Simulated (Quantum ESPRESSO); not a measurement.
# Ge under changes of volume

One of the cells (22.639 Å³/atom); the others are scaled copies at fixed shape and fractional positions:

```
Ge
1.0
     0.00000    2.82891    2.82891
     2.82891    0.00000    2.82891
     2.82891    2.82891    0.00000
Ge
2
Direct
  0.75000 0.75000 0.75000
  0.50000 0.50000 0.50000
```

| Property | Result |
| --- | --- |
| Program | Quantum ESPRESSO 7.5 |
| Functional | r2SCAN |
| Potentials or basis | SG15 PBE 1.2 |
| Cutoff | 952 eV |
| Density cutoff | 3810 eV |
| k mesh | 6 × 6 × 6 |
| Occupations | fermi-dirac, width 0.05 eV |
| Spin | no spin polarisation |

```csv
volume (Å³/atom),energy over the lowest point (meV/atom),pressure (GPa),gap on the mesh (eV)
21.281,?,?,?
21.733,2.21,1.6,0.21
22.186,0.00,0.1,none
22.639,1.69,-1.3,none
23.092,7.32,-2.6,none
23.545,16.49,-3.8,none
23.997,28.76,-4.8,none
```

Task: What does the run at 21.281 Å³/atom give?

Result: Energy over the lowest point 9.09 meV/atom; pressure 3.4 GPa; gap on the mesh 0.41 eV.

Worked out: A Birch-Murnaghan fit of order 3 (a polynomial in V^(-2/3)) to the other rows has its minimum at 22.21 Å³/atom with B0 = V·E''(V) = 71 GPa (rough, since the energies scatter). It gives 8.90 meV/atom at 21.281 Å³/atom, against the run's 9.09, and -dE/dV = 3.2 GPa, against 3.4.

Energies are extrapolated to zero smearing.

Caveats: the potentials were made for another functional, which shifts forces and pressure.

A mesh can miss the band edges. Spin-orbit coupling on Ge is left out.

A gap of «none» marks a metal or a gap under the smearing width.
